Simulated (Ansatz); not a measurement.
PbS:

```
Pb S
1.0
     4.08970    0.00000    0.00000
    -2.04485    3.54178    0.00000
     0.00000    0.00000    3.78817
Pb S
1 1
Direct
  0.00000 0.00000 0.00000
  0.66667 0.33333 0.50000
```

Measurements of this composition are mostly on another form, of space group No. 225.

Base run:

* Program: Ansatz 0.2.0
* Functional: RPBE
* Potentials or basis: Ansatz PAW
* Cutoff: 420 eV (not typed: the program's choice for these potentials)
* k mesh: 8 × 8 × 7
* Occupations: fermi-dirac, width 0.05 eV
* Spin: no spin polarisation

Its results: pressure 1.9 GPa.

The run is repeated on the same cell with these changes: functional from RPBE to revPBE. What comes out?

Pressure 1.4 GPa.

Caveats: the PAW data sets come from PBE, with cores solved anew for the run's functional, which leaves a small shift of forces and pressure.
